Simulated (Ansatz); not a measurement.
# Sn: a tetragonal deformation path and further scans

The task here is to estimate one member of a computed series from the others.

Computed with Ansatz 0.2.0 (DFT PBEsol, scalar-relativistic, plane waves, PAW, unless a step's input says otherwise).

1 further run of the same task is left out (set aside as unsound or not needed).

**The system as given**

The structure is tetragonal, space group I4_1/amd (No. 141). The conventional cell has a = 5.820 Å, b = 5.820 Å, c = 3.174 Å, α = 90.00°, β = 90.00°, γ = 90.00°. Sn (site symmetry -4m2) has 6 Sn at 3.02 to 3.17 Å in its first shell of neighbours.

Structure file:

```cif
data_structure
_symmetry_space_group_name_H-M 'P 1'
_symmetry_Int_Tables_number 1
_cell_length_a 4.4106
_cell_length_b 4.4106
_cell_length_c 4.4106
_cell_angle_alpha 97.439
_cell_angle_beta 97.439
_cell_angle_gamma 137.823
_cell_volume 53.75
loop_
_atom_site_label
_atom_site_type_symbol
_atom_site_fract_x
_atom_site_fract_y
_atom_site_fract_z
_atom_site_occupancy
Sn1 Sn 0.75000 0.25000 0.50000 1
Sn2 Sn 0.00000 0.00000 0.00000 1
```

It goes back to an entry of the Materials Project.

It is the result of an earlier relaxation at this level (volume 26.88 Å³/atom; gap on the mesh: none (metal)).

The first run:

File input.yaml:

```yaml
crystal:
  lattice:
    - [-2.9099000282, 2.9099000282, 1.58698565]
    - [2.9099000282, -2.9099000282, 1.58698565]
    - [2.9099000282, 2.9099000282, -1.58698565]
  atoms:
    - { symbol: Sn, position: [0.75, 0.25, 0.5] }
    - { symbol: Sn, position: [0.0, 0.0, 0.0] }
basis:
  ecutwfc: 420
kpoints:
  mp_grid: { grid: [24, 24, 24] }
hamiltonian:
  xc: pbesol
scf:
  occupations: { method: gaussian, width: 0.15 }
output:
  forces: true
  stress: true
  eigenvalues: true
```

Command:

```
$ ansatz run input.yaml --threads 1 --pin off --max-ram 2560MiB --backend cpu --events-out ev --progress --plain --runs-dir out
```

Steps of the session up to this table: The reference: the undisturbed cell on the scan's mesh; Point ρ = 0.850; Point ρ = 1.200; Point ρ = 0.920; At ρ = 1.100; At ρ = 0.960; At ρ = 1.050; ρ = 0.800.

One of the session's tables, all rows but one given; the rest of the session is left out.

It belongs to the step «The scan collected». Collected from the runs (energy zero: the undisturbed cell):

| ρ | ΔE (meV/atom) | pressure (GPa) |
| --- | --- | --- |
| 0.800 | 245.0 | 4.8 |
| 0.850 | 114.0 | 2.3 |
| 0.920 | 22.9 | 0.5 |
| 0.960 | 3.6 | 0.1 |
| 1.000 | 0.0 | 0.0 |
| 1.050 | ? | ? |
| 1.100 | 33.4 | 0.9 |
| 1.200 | 100.0 | 2.6 |

Q: Estimate the row for ρ = 1.050 from the others.

Worked estimate for «ΔE (meV/atom)». A straight line through the neighbours (1.000, 0.0) and (1.100, 33.4) gives 0.0 + (33.4 − 0.0) × (1.050 − 1.000) / (1.100 − 1.000) = 16.7; a parabola fitted to 4 rows on both sides gives 12.4.

As computed: ΔE (meV/atom): 10.8; pressure (GPa): 0.3. In «ΔE (meV/atom)» the line misses by +5.9 and the parabola by +1.6.
